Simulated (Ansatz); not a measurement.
# AlCo: equation of state with PBEsol+D3(BJ)

Crystal: AlCo.

```
Co Al
1.0
     2.82390   -0.00709    0.00406
    -0.00709    2.81316    0.06413
     0.00406    0.06413    2.82265
Co Al
1 1
Direct
  0.50000 0.50000 0.50000
  0.00000 0.00000 0.00000
```

The cell is a database's computed one.

```json
{
 "Program": "Ansatz 0.2.0",
 "Task": "equation of state",
 "Functional": "PBEsol",
 "Dispersion": "D3(BJ)",
 "Potentials or basis": "all-electron LAPW, scalar-relativistic",
 "Basis error allowed": "0.001 eV/atom",
 "k mesh": "9 × 9 × 9",
 "Occupations": "fermi-dirac, width 0.02 eV",
 "Spin": "collinear spin, ferromagnetic start",
 "Starting moments": "[2.0, 0.0] μB"
}
```

```
Equilibrium volume                        : 10.92 Å³/atom
Bulk modulus at fixed shape and positions : 206 GPa
Pressure derivative of the bulk modulus   : 4.2
```

Energy against volume, from the lowest point:
```
volume (Å³/atom)  energy (meV/atom)
          10.533               9.02
          10.758               1.31
          10.982               0.00
          11.206               4.44
          11.430              14.02
          11.654              28.26
          11.878              46.66
```

All runs of the series together: 7.8 min on 2 threads of Arm Neoverse V1, on a shared host.

Caveat: the cell was scaled at fixed shape and fractional positions, which overstates the stiffness of a crystal with free parameters, most of all of layers and chains; the starting moments weren't kept.
